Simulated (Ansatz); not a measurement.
# CaO (zincblende) under strain

Zincblende CaO, relaxed with r2SCAN in Ansatz 0.2.0. It is cubic, F-43m (No. 216); conventional cell a = 5.213 Å, 17.71 Å³ an atom. Ca is surrounded by 4 O at 2.26 Å; O is surrounded by 4 Ca at 2.26 Å.

The axes x, y and z are those of this cell:
```xyz
2
Lattice="0.0000 2.6067 2.6067 2.6067 0.0000 2.6067 2.6067 2.6067 0.0000" Properties=species:S:1:pos:R:3 pbc="T T T"
Ca    0.0000    0.0000    0.0000
O     1.3034    1.3034    1.3034
```

Unstrained: The PBE gap is indirect, 3.333 eV (W to Γ), below the direct gap of 3.954 eV at Γ. The r2SCAN gap is indirect, 3.759 eV (W to Γ), below the direct gap of 4.375 eV at Γ. The HSE06 gap is indirect, 4.728 eV (X to Γ), below the direct gap of 5.346 eV at Γ. Meshes: PBE 8×8×8, r2SCAN 8×8×8, HSE06 6×6×6. Strains are changes of length per length. After each strain the atoms were relaxed again with r2SCAN within the symmetry that the strain leaves, so tilts or polar shifts that break it weren't tested; points keep the names that they have in the unstrained zone. All values are calculated for a non-magnetic cell, which may be hypothetical.

Changes of the least gap in eV (an overlap counts as a negative gap):
```csv
strain,volume change (%),space group,PBE,r2SCAN,HSE06,G0W0@PBE (mesh),"energy rise, r2SCAN (meV/atom)"
uniaxial -4.0 % along [111],-4.0,R3m,+0.120,+0.122,+0.131,+0.11,11.5
isotropic -4.0 % on every length,-11.5,F-43m,+0.422,+0.430,+0.474,+0.44,73.9
isotropic +4.0 % on every length,+12.5,F-43m,-0.401,-0.411,-0.458,-0.45,58.5
"epitaxial +2.5 % in the xy plane, free normal strain -4.70 %",+0.1,I-4m2,-0.057,-0.052,-0.067,-0.06,2.0
"epitaxial -5.0 % in the xy plane, free normal strain +7.01 %",-3.4,I-4m2,-0.031,-0.022,-0.034,-0.05,16.6
```
Unstrained, G0W0@PBE with 147 empty bands, a screening cutoff of 150 eV and a 6×6×6 mesh gives 4.73 eV on its mesh; the band count follows the volume. No extrapolation in bands, cutoff or mesh was made for G0W0.

Uniaxial -4.0 % along [111], other directions held. HSE06: the gap goes from 4.728 to 4.859 eV (+0.131 eV). Stress change with r2SCAN, compression positive: xx +3.51, yy +3.51, zz +3.51, xy +0.85, xz +0.85, yz +0.85 GPa.

Isotropic -4.0 % on every length. HSE06: the gap goes from 4.728 to 5.202 eV (+0.474 eV); the edges move from X → Γ to W → Γ. Stress change with r2SCAN, compression positive: xx +12.93, yy +12.93, zz +12.93 GPa.

Isotropic +4.0 % on every length. HSE06: the gap goes from 4.728 to 4.270 eV (-0.458 eV); the edges go from X → Γ to (-0.010, 0.490, -1/2) → Γ. Stress change with r2SCAN, compression positive: xx -7.62, yy -7.62, zz -7.62 GPa.

Epitaxial +2.5 % in the xy plane, free normal strain -4.70 %. HSE06: the gap goes from 4.728 to 4.661 eV (-0.067 eV); the edges go from X → Γ to Γ–X (0.97) → Γ. Stress change with r2SCAN, compression positive: xx -0.55, yy -0.55, zz +0.01 GPa.

Epitaxial -5.0 % in the xy plane, free normal strain +7.01 %. HSE06: the gap goes from 4.728 to 4.694 eV (-0.034 eV). Stress change with r2SCAN, compression positive: xx +3.46, yy +3.46, zz +0.03 GPa.

Where an edge lies off the special points, it is a point of the mesh or the k point where a search put PBE's edge or least direct gap, reused for the other functionals, whose own edges may lie a little apart.

Coordinates of k points refer to the reciprocal vectors of the primitive cell of the runs.

The meshes of the hybrids are coarse, so their gaps aren't converged to the digits shown.
